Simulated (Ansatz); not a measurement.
Computed with Ansatz on PBE0-D4/def2-TZVP structures; ΔE is electronic, products minus reactants. CBS: MP2 limit from def2 TZ/QZ plus the TZ coupled-cluster correction, frozen cores. Functionals use def2-TZVPP. One conformer a species, not always the lowest.

Reaction (formal exchange of groups at a B–C bond): `CCB(O)O` + `C=COB(O)O` → `OB(O)OB(O)O` + `C=CCC`

`CCB(O)O`:

Z-matrix (Å, degrees):
```
C
C 1 1.524
H 1 1.095 2 111.7
H 1 1.092 2 112.1 3 119.7
H 1 1.095 2 111.7 3 -120.6
B 2 1.575 1 115.9 3 60.3
H 2 1.096 1 110.2 3 -62.3
H 2 1.096 1 110.3 3 -177.1
O 6 1.363 2 118.8 1 179.6
O 6 1.370 2 123.8 1 -0.4
H 9 0.962 6 111.9 2 180.0
H 10 0.959 6 113.0 2 0.0
```

`C=COB(O)O`:

```xyz
11

C     1.169    0.117   -1.975
C     0.308   -0.212   -1.027
O     0.321    0.391    0.193
B    -0.563    0.057    1.188
O    -0.487    0.709    2.383
O    -1.501   -0.908    0.987
H     1.127   -0.384   -2.931
H     1.920    0.881   -1.817
H    -0.455   -0.973   -1.157
H     0.214    1.364    2.397
H    -2.053   -1.042    1.760
```

`OB(O)OB(O)O`:

```xyz
11

O    -2.006   -0.163   -0.341
B    -0.990    0.618   -0.774
O    -1.266    1.591   -1.683
O     0.328    0.482   -0.339
B     0.835   -0.412    0.558
O     0.009   -1.329    1.155
O     2.160   -0.414    0.876
H    -1.708   -0.819    0.299
H    -0.483    2.087   -1.924
H     0.471   -1.906    1.766
H     2.651    0.264    0.406
```

`C=CCC`:

Cartesian coordinates in Å:
```
C -0.941 0.999 -1.445
C -0.322 0.867 -0.280
C 0.722 -0.153 0.031
C 0.317 -1.067 1.182
H -0.709 0.349 -2.284
H -1.698 1.757 -1.605
H -0.588 1.538 0.536
H 0.932 -0.745 -0.866
H 1.655 0.358 0.295
H 0.111 -0.491 2.088
H -0.587 -1.629 0.934
H 1.109 -1.783 1.415
```

CCSD(T)/CBS gives -1.57 eV.

Another level gave -1.53 eV. Which?
A. r2SCAN0-D4/def2-TZVPP
B. SCS-MP2/def2-TZVPP
C. ωB97X-V/def2-TZVPP
D. PBE-D4/def2-TZVPP

A. r2SCAN0-D4 -1.53, ωB97X-V -1.47, PBE-D4 -1.39, SCS-MP2/def2-TZVPP -1.58 eV.

Largest T1 diagnostic among the species: 0.012.

Leaving LDA and LC-ωPBE aside and taking each functional with its dispersion term where it has one, the values, not all of them listed here, spread over 0.19 eV, from BHLYP-D4 to PBE-D4. LDA lies −0.04 eV from PBE without D4. In def2-TZVPP, CCSD(T) changes the Hartree–Fock value by +0.09 eV (the triples alone add +0.02 eV) and MP2 by +0.05 eV. At CCSD(T), def2-SVP lies −0.06 eV from the extrapolated value and def2-TZVPP +0.01 eV.

CCSD(T)/CBS has its own doubt, a few kJ/mol and more with outer-core shells, so smaller differences from it don't rank the levels.
